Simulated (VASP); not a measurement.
# ScAl (Pm-3m) in VASP: further runs

Runs on ScAl. Level: PBEsol. Tasks: single point.

All numbers are computed with VASP 6.6.1; they aren't measurements. Logs are shortened: lines on timing, memory, paths and dates and some standing lists are left out, and cuts for length are marked.

## 1. The structure

Symmetry: Pm-3m, No. 221, cubic system. The conventional cell has a = 3.370 Å, b = 3.370 Å, c = 3.370 Å, α = 90.00°, β = 90.00°, γ = 90.00°. Sc (site symmetry m-3m) is surrounded by 8 Al at 2.92 Å. Around Al (site symmetry m-3m) lie 8 Sc at 2.92 Å.

The cell comes from a database or a generator and needn't be the stable form of this composition.

## 2. Single point, PBEsol

File INCAR:

```
SYSTEM = ScAl
PREC     = Normal         ! precision mode
ENCUT    = 450            ! plane-wave cutoff, eV
EDIFF    = 1E-6           ! SCF threshold, eV
ISMEAR   = 1              ! smearing method
SIGMA    = 0.2            ! smearing width, eV
LREAL    = .False.        ! projectors in reciprocal space
LASPH    = .True.         ! aspherical terms in the spheres
NELM     = 100            ! most SCF steps
ALGO     = Normal         ! electronic algorithm
ISIF     = 2              ! what is computed and relaxed
LWAVE    = .False.        ! write WAVECAR
LCHARG   = .False.        ! write CHGCAR
GGA      = PS             ! functional
ADDGRID  = .False.
```

File KPOINTS:

```
Automatic mesh
0
Gamma
  7 7 7
  0 0 0
```

File POSCAR:

```
ScAl
1.0
    3.3703489700      0.0000000000      0.0000000000
    0.0000000000      3.3703489700      0.0000000000
    0.0000000000      0.0000000000      3.3703489700
Sc Al
1 1
Direct
    0.5000000000      0.5000000000      0.5000000000
    0.0000000000      0.0000000000      0.0000000000
```

Potentials or basis: VASP PAW PBE potentials, release 64 (Sc_sv, Al).

Command:

```sh
$ cat potpaw_PBE.64/Sc_sv/POTCAR potpaw_PBE.64/Al/POTCAR > POTCAR
$ mpirun -np 1 vasp_std > vasp.out
```

OUTCAR:

```text
SYSTEM = ScAl
   PREC = Normal
   ENCUT = 450
   EDIFF = 1E-6
   ISMEAR = 1
   LREAL = .False.
   LASPH = .True.
   NELM = 100
   ISIF = 2
   GGA = PS

 Found     20 irreducible k-points:

 Following reciprocal coordinates:
            Coordinates               Weight
  0.000000  0.000000  0.000000      1.000000
  0.142857  0.000000  0.000000      6.000000
  0.285714  0.000000  0.000000      6.000000
  0.428571  0.000000  0.000000      6.000000
  0.142857  0.142857  0.000000     12.000000
  0.285714  0.142857  0.000000     24.000000
   k-points           NKPTS =     20   k-points in BZ     NKDIM =     20   number of bands    NBANDS=     11
   number of dos      NEDOS =    301   number of ions     NIONS =      2
   total plane-waves  NPLWV =   5832
   dimension x,y,z NGX =    18 NGY =   18 NGZ =   18
   dimension x,y,z NGXF=    36 NGYF=   36 NGZF=   36
   ions per type =               1   1
   NGX,Y,Z   is equivalent  to a cutoff of   8.88,  8.88,  8.88 a.u.
   NGXF,Y,Z  is equivalent  to a cutoff of  17.76, 17.76, 17.76 a.u.
 SYSTEM =  ScAl
   PREC   = normal    normal or accurate (medium, high low for compatibility)
   ISTART =      0    job   : 0-new  1-cont  2-samecut
   ICHARG =      2    charge: 1-file 2-atom 10-const
   ISPIN  =      1    spin polarized calculation?
   LNONCOLLINEAR =      F non collinear calculations
   LSORBIT =      F    spin-orbit coupling
   LASPH  =      T    aspherical Exc in radial PAW
   ENCUT  =  450.0 eV  33.07 Ry    5.75 a.u.   5.83  5.83  5.83*2*pi/ulx,y,z
   NELM   =    100;   NELMIN=  2; NELMDL= -5     # of ELM steps
   EDIFF  = 0.1E-05   stopping-criterion for ELM
   LREAL  =      F    real-space projection
   EDIFFG = 0.1E-04   stopping-criterion for IOM
   NSW    =      0    number of steps for IOM
   IBRION =     -1    ionic relax: 0-MD 1-quasi-New 2-CG
   NFREE  =      0    steps in history (QN), initial steepest desc. (CG)
   ISIF   =      2    stress and relaxation
   ISYM   =      2    0-nonsym 1-usesym 2-fastsym
   POTIM  = 0.5000    time-step for ionic-motion
   TEBEG  =    0.0;   TEEND  =   0.0 temperature during run
   PSTRESS=    0.0 pullay stress
   NELECT =      14.0000    total number of electrons
   NUPDOWN=      -1.0000    fix difference up-down
   EMIN   =  10.00;   EMAX   =-10.00  energy-range for DOS
   EFERMI =   0.00;   METHOD = LEGACY
   ISMEAR =     1;   SIGMA  =   0.20  broadening in eV -4-tet -1-fermi 0-gaus
   EFERMI_NEDOS =   21; number of points for ismear=-14 and -15
   IALGO  =     38    algorithm
   IMIX   =      4    mixing-type and parameters
     AMIX     =   0.40;   BMIX     =  1.00
     AMIX_MAG =   1.60;   BMIX_MAG =  1.00
  volume/ion in A,a.u.               =      19.14       129.18
  Fermi-wavevector in a.u.,A,eV,Ry     =   1.170692  2.212287 18.647052  1.370520
  Thomas-Fermi vector in A             =   2.307147
   LORBIT       =      0    0 simple, 1 ext, 2 COOP (PROOUT), +10 PAW based schemes
   GGA     = PS    functional components
   LHFCALC =     F    Hartree Fock is set to
   AEXX    =    0.0000 exact exchange contribution
   IVDW    =     0    specifies the selected vdW correction
   LEPSILON=     F    determine dielectric tensor
   LRPA    =     F    only Hartree local field effects (RPA)
 non-spin polarized calculation
 Methfessel and Paxton  Order N= 1 SIGMA  =   0.20
  energy-cutoff  :      450.00
  volume of cell :       38.28
 maximum number of plane-waves:       858
   NGX = 11   NGY = 11   NGZ = 11

 number of electron      13.9999987 magnetization

 Free energy of the ion-electron system (eV)
  ---------------------------------------------------
  ext. energy  EPLUGINS =         0.00000000
  ---------------------------------------------------
  free energy    TOTEN  =       -11.61011214 eV

  energy without entropy =      -11.60799702  energy(sigma->0) =      -11.60940710

 E-fermi :   5.9270     XC(G=0): -10.4077

 val. band max:        5.9125614704   @ k =   0.4286   0.4286   0.1429
 cond. band min:       6.0115180648   @ k =   0.4286   0.1429   0.0000
 fundamental gap:      0.0989565944
 Fermi energy:         5.9270106862

 k-point     1 :       0.0000    0.0000    0.0000
  band No.  band energies     occupation
      1     -43.2466      2.00000
      2     -21.9225      2.00000
      3     -21.9225      2.00000
      4     -21.9225      2.00000
      5      -2.4914      2.00000
      6       5.3009      2.00009
      7       5.3009      2.00009
      8       8.6866     -0.00000
      9       8.6866     -0.00000
     10       8.6866     -0.00000
     11       9.7031     -0.00000

 k-point     2 :       0.1429    0.0000    0.0000
  band No.  band energies     occupation
      1     -43.2439      2.00000
      2     -21.9573      2.00000
      3     -21.9194      2.00000
      4     -21.9194      2.00000
      5      -2.2007      2.00000
      6       4.9624      2.00000
      7       5.4461      2.00351
      8       7.9913     -0.00000
      9       7.9913     -0.00000
     10       8.7285     -0.00000
     11       9.1041     -0.00000

 k-point     3 :       0.2857    0.0000    0.0000
  band No.  band energies     occupation
      1     -43.2376      2.00000
      2     -22.0347      2.00000
      3     -21.9125      2.00000
      4     -21.9125      2.00000
      5      -1.3645      2.00000
      6       3.6467      2.00000
      7       5.8171      1.79235
      8       7.2261     -0.00000
      9       7.2261     -0.00000
     10       8.8252     -0.00000
     11       9.0650     -0.00000

 k-point     4 :       0.4286    0.0000    0.0000
  band No.  band energies     occupation
      1     -43.2324      2.00000
      2     -22.0959      2.00000
      3     -21.9069      2.00000
      4     -21.9069      2.00000
      5      -0.1256      2.00000
      6       1.9113      2.00000
      7       6.1793     -0.07052
      8       6.8055     -0.00000
      9       6.8055     -0.00000
     10       8.9055     -0.00000
     11       9.6650     -0.00000

 k-point     5 :       0.1429    0.1429    0.0000
  band No.  band energies     occupation
      1     -43.2411      2.00000
      2     -21.9558      2.00000
      3     -21.9519      2.00000
      4     -21.9164      2.00000
      5      -1.9188      2.00000
      6       5.0202      2.00000
      7       5.2483      2.00002
      8       7.3356     -0.00000
      9       7.8486     -0.00000
     10       8.4463     -0.00000
     11       9.5983     -0.00000

 k-point     6 :       0.2857    0.1429    0.0000
  band No.  band energies     occupation
      1     -43.2348      2.00000
      2     -22.0304      2.00000
      3     -21.9459      2.00000
      4     -21.9095      2.00000
      5      -1.1109      2.00000
      6       3.8308      2.00000
      7       5.5325      2.01746
      8       6.8746     -0.00000
      9       7.3055     -0.00000
     10       8.4479     -0.00000
     11       9.3361     -0.00000

 [... further k-points ...]

------------------------ aborting loop because EDIFF is reached ----------------------------------------

  FORCE on cell =-STRESS in cart. coord.  units (eV):
  Direction    XX          YY          ZZ          XY          YZ          ZX
  --------------------------------------------------------------------------------------
  -------------------------------------------------------------------------------------
  Total       -0.4052762     -0.4052762     -0.4052762      0.0000000      0.0000000     -0.0000000
  in kB      -16.9604363    -16.9604363    -16.9604363      0.0000000      0.0000000     -0.0000000
  external PRESSURE =     -16.9604363 kB  Pullay stress =       0.0000000 kB

 VOLUME and BASIS-vectors are now :
 -----------------------------------------------------------------------------
  energy-cutoff  :      450.00
  volume of cell :       38.28
      direct lattice vectors                 reciprocal lattice vectors
     3.370348970  0.000000000  0.000000000     0.296705181  0.000000000  0.000000000
     0.000000000  3.370348970  0.000000000     0.000000000  0.296705181  0.000000000
     0.000000000  0.000000000  3.370348970     0.000000000  0.000000000  0.296705181

 POSITION                                       TOTAL-FORCE (eV/Angst)
 -----------------------------------------------------------------------------------
      1.68517      1.68517      1.68517         0.000000      0.000000      0.000000
      0.00000      0.00000      0.00000         0.000000      0.000000      0.000000
 -----------------------------------------------------------------------------------
    total drift:                                0.000000     -0.000000      0.000000

  FREE ENERGIE OF THE ION-ELECTRON SYSTEM (eV)
  ---------------------------------------------------
  free  energy   TOTEN  =       -11.6101121397 eV

  energy  without entropy=      -11.6079970208  energy(sigma->0) =      -11.60940710
```

Wall time 3.1 s (1 thread of Intel Xeon Platinum 8488C (Sapphire Rapids), shared host); peak memory 0.12 GiB.

The run converged, but some of its settings lie outside the range that counts as converged, so its numbers aren't taken as properties of the crystal.

What came out:

```
Free energy            : -11.6101 eV
Pressure               : -1.7 GPa
Band gap on the k mesh : none (metal or under the smearing width)
```

Caveat: the PAW data sets were made with another functional, which shifts forces and pressure a little.

## 3. Single point, PBEsol

INCAR, as its differences from that of step 2:

```diff
@@ -1,3 +1,3 @@
 SYSTEM = ScAl
-PREC     = Normal         ! precision mode
+PREC     = Accurate       ! precision mode
 ENCUT    = 450            ! plane-wave cutoff, eV
@@ -6,3 +6,3 @@
 SIGMA    = 0.2            ! smearing width, eV
-LREAL    = .False.        ! projectors in reciprocal space
+LREAL    = Auto         
 LASPH    = .True.         ! aspherical terms in the spheres
```

KPOINTS is that of step 2.

POSCAR is that of step 2.

Potentials or basis: VASP PAW PBE potentials, release 64 (Sc_sv, Al).

Command:

```sh
$ cat potpaw_PBE.64/Sc_sv/POTCAR potpaw_PBE.64/Al/POTCAR > POTCAR
$ mpirun -np 1 vasp_std > vasp.out
```

It took 5.1 s on 1 thread of Intel Xeon Platinum 8488C (Sapphire Rapids), shared host; peak memory 0.14 GiB.

These settings aren't checked as converged: the numbers below hold their error.

Results:

```yaml
Free_energy: -11.6107 eV
Pressure: -1.7 GPa
Band_gap_on_the_k_mesh: none (metal or under the smearing width)
```

Caveat: the PAW data sets were made with another functional, which shifts forces and pressure a little.
